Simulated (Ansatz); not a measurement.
## HfO2 in Ansatz: the effect of target pressure

HfO2:

```
CELL_PARAMETERS angstrom
0.00000 2.55750 2.55750
2.55750 0.00000 2.55750
2.55750 2.55750 0.00000
ATOMIC_POSITIONS crystal
Hf 0.00000 0.00000 0.00000
O 0.75000 0.75000 0.75000
O 0.25000 0.25000 0.25000
```

Measurements of this composition are mostly on another form, of space group No. 14.

Alike in all runs:

| Item | Value |
| --- | --- |
| Program | Ansatz 0.2.0 |
| Task | relaxation of cell and atoms |
| Functional | PBEsol |
| Potentials or basis | all-electron LAPW, scalar-relativistic |
| Basis error allowed | 0.002 eV/atom |
| k mesh | 9 × 9 × 9 |
| Occupations | fermi-dirac, width 0.05 eV |
| Spin | no spin polarisation |

Each run relaxes the cell or the atoms first.

```tsv
target pressure	relaxed volume (Å³/atom)	gap on the mesh (eV)
0 GPa	10.69	3.80
5 GPa	10.50	3.84
10 GPa	10.33	3.88
20 GPa	?	?
30 GPa	9.74	4.02
```

Q: What does the run with target pressure 20 GPa give?

A: Relaxed volume 10.01 Å³/atom; gap on the mesh 3.96 eV.

Worked out: In Murnaghan's law V^(-B') rises as a straight line in P. The other rows fit best with B' = 3.4, V0 = 10.69 Å³/atom and B0 = 274 GPa, which gives 10.02 Å³/atom at 20 GPa, against the run's 10.01. A straight line through the other rows of the gap on the mesh, of slope 0.00728 eV per GPa, gives 3.95 eV, against the run's 3.96.

Caveats: spin-orbit coupling is left out, which moves the levels of the heavy elements; an odd mesh through Γ misses points on the zone boundary, where band edges often lie.
